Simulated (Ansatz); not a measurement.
# Bi: single point with PBEsol

Crystal: Bi.

```xyz
4
Lattice="-4.4497 4.4497 2.0656 4.4497 -4.4497 2.0656 4.4497 4.4497 -2.0656" Properties=species:S:1:pos:R:3 pbc="T T T"
Bi    3.1648    1.3054    0.0054
Bi    1.2679    3.1427    2.0709
Bi    1.2690    5.7752    0.0216
Bi    3.1819   -1.2894    2.0208
```

This isn't the form of Bi at room conditions, which is rhombohedral.

The cell isn't the ideal one: atoms moved at random, drawn with an rms of 0.05 Å.

```json
{"Program": "Ansatz 0.2.0", "Task": "single point", "Functional": "PBEsol", "Potentials or basis": "Ansatz PAW", "Cutoff": "420 eV (not typed: the program's choice for these potentials)", "k mesh": "7 × 7 × 7", "Occupations": "fermi-dirac, width 0.05 eV", "Spin": "no spin polarisation"}
```

```yaml
Pressure: -1.6 GPa
Largest_force: 0.142 eV/Å
Band_gap_on_the_k_mesh: none (metal or under the smearing width)
```

Forces on the atoms (eV/Å):
```
Bi   0.011 -0.054 -0.003
Bi   0.036  0.131 -0.020
Bi  -0.013 -0.138  0.031
Bi  -0.034  0.061 -0.007
```

Stress tensor (GPa, compression positive):
```
-1.32 -0.01  0.03
-0.01 -1.62  0.10
 0.03  0.10 -1.99
```

Levels at points of the mesh, in eV from the Fermi level:
| k point | band 28 | band 29 | band 30 | band 31 | band 32 | band 33 |
| --- | --- | --- | --- | --- | --- | --- |
| (0.00, 0.00, 0.00) | -1.22 | -0.65 | -0.47 | -0.09 | 0.07 | 2.86 |

Wall time 46 s on 2 threads of AMD EPYC 7R43 64-Core Processor (Zen 3), on a shared host, peak memory 0.97 GiB.

Caveat: spin-orbit coupling is left out, which moves the levels of the heavy elements; the PAW data sets come from PBE, with cores solved anew for the run's functional, which leaves a small shift of forces and pressure.
